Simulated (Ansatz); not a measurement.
# SiC: the cell at several levels of theory

An exercise on one series of results from a longer session: the logs are not shown, and one member is left open.

Program: Ansatz 0.2.0. PAW datasets, plane waves, zero pressure. No spin polarisation and no zero-point or thermal motion.

## The cell

This is the cell as the run starts from it, not yet at rest; its lengths are not the crystal's.

The symmetry is P6_3mc (No. 186, hexagonal); a = 2.958 Å, c = 4.831 Å in the conventional setting, 9.15 Å³ an atom. Si has 4 C at 1.81 Å; C has 4 Si at 1.81 Å.

As a file:

```cif
data_structure
_symmetry_space_group_name_H-M 'P 1'
_symmetry_Int_Tables_number 1
_cell_length_a 2.9582
_cell_length_b 2.9582
_cell_length_c 4.8307
_cell_angle_alpha 90.000
_cell_angle_beta 90.000
_cell_angle_gamma 120.000
_cell_volume 36.61
loop_
_atom_site_label
_atom_site_type_symbol
_atom_site_fract_x
_atom_site_fract_y
_atom_site_fract_z
_atom_site_occupancy
Si1 Si 0.33333 0.66667 0.00000 1
Si2 Si 0.66667 0.33333 0.50000 1
C1 C 0.33333 0.66667 0.37500 1
C2 C 0.66667 0.33333 0.87500 1
```

Set-up of the first run:

input.yaml reads:

```yaml
crystal:
  lattice:
    - [2.9581671127, 0.0, 0.0]
    - [-1.4790835564, 2.5618478682, 0.0]
    - [0.0, 0.0, 4.830686895]
  atoms:
    - { symbol: Si, position: [0.3333333333, 0.6666666667, 0.0] }
    - { symbol: Si, position: [0.6666666667, 0.3333333333, 0.5] }
    - { symbol: C, position: [0.3333333333, 0.6666666667, 0.375] }
    - { symbol: C, position: [0.6666666667, 0.3333333333, 0.875] }
kpoints:
  mp_grid: { grid: [12, 12, 6] }
hamiltonian:
  xc: pbe
scf:
  occupations: { method: fermi_dirac, width: 0.02 }
relax:
  f_tol: 0.005
  cell: {}
output:
  write_density: true
  write_potential: true
  elf: true
  volumetric_format: npy
```

Run with:

```sh
$ ansatz run input.yaml --threads 4 --pin off --max-ram 7372MiB --backend cpu --events-out ev --progress --plain --runs-dir out
```

Among the steps run: Relaxing with PBE; Relaxation with r2SCAN; Relaxation with PBEsol; Relaxation with LDA; Relaxation with HSE06.

One of the session's tables, all rows but one given; the rest of the session is left out.

| level | a (Å) | c (Å) | volume (Å³/atom) |
| --- | --- | --- | --- |
| PBE | 3.092 | 5.074 | 10.502 |
| r2SCAN | 3.075 | 5.048 | 10.337 |
| PBEsol | ? | ? | ? |
| LDA | 3.056 | 5.016 | 10.144 |
| HSE06 | 3.071 | 5.036 | 10.284 |

**Question.** Estimate the row for PBEsol.

The run gave: a (Å): 3.076; c (Å): 5.048; volume (Å³/atom): 10.341. In the column «a (Å)» it lies between r2SCAN (3.075) and PBE (3.092).
